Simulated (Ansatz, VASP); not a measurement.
# One calculation of AlN, two programs

INCAR

```
  PREC = Accurate
  ENCUT = 520
  EDIFF = 1E-7
  ISMEAR = -1
  SIGMA = 0.05
  LREAL = False
  LASPH = True
  NELM = 60
  ALGO = Normal
  ISIF = 2
  LWAVE = False
  LCHARG = False
  GGA = PE
  NBANDS = 11
```

File KPOINTS:

```
Automatic mesh
0
Gamma
  11 11 11
```

The input POSCAR:

```
AlN
1.0
    0.0000000000      2.0208631053      2.0208631053
    2.0208631053      0.0000000000      2.0208631053
    2.0208631053      2.0208631053      0.0000000000
Al N
1 1
Direct
    0.5000000000      0.5000000000      0.5000000000
    0.0000000000      0.0000000000      0.0000000000
```

Contents of input.yaml:

```yaml
crystal:
  lattice:
    - [0.0, 2.0208631053, 2.0208631053]
    - [2.0208631053, 0.0, 2.0208631053]
    - [2.0208631053, 2.0208631053, 0.0]
  atoms:
    - { symbol: Al, position: [0.5, 0.5, 0.5] }
    - { symbol: "N", position: [0.0, 0.0, 0.0] }
hamiltonian:
  xc: pbe
  pseudopotentials: { kind: paw }
kpoints:
  mp_grid: { grid: [11, 11, 11] }
scf:
  occupations: { method: fermi_dirac, width: 0.05 }
output:
  forces: true
  stress: true
  eigenvalues: true
  write_density: true
  write_potential: true
  elf: true
  volumetric_format: npy
```

Change from the starting cell: volume scaled by 0.98.

Alike in both runs: task single point; functional PBE; k mesh 11 × 11 × 11; occupations fermi-dirac, width 0.05 eV; no spin polarisation.

|  | VASP | Ansatz |
| --- | --- | --- |
| version | VASP 6.6.1 | Ansatz 0.2.0 |
| potentials or method | VASP PAW PBE potentials, release 64 (Al, N) | Ansatz PAW |
| plane-wave cutoff (eV) | 520 | 420 |
| valence electrons in the cell | 8 | 8 |

```tsv
	VASP	Ansatz	Ansatz less VASP
gap on the k mesh at the Fermi level (eV)	4.75	4.77	+0.023
least direct gap on the mesh (eV)	5.70	5.68	-0.012
pressure (GPa)	5.3	5.6	+0.29
```

With one functional, cell and mesh, what is left measures potentials, basis and numerics.

Caveats: an odd mesh through Γ misses points on the zone boundary, where band edges often lie (VASP); odd divisions of the mesh miss points on the zone boundary, where band edges often lie, so the gap on the mesh can be too wide (Ansatz); the pressure holds a Pulay correction of +0.6 GPa for the finite cutoff (Ansatz).
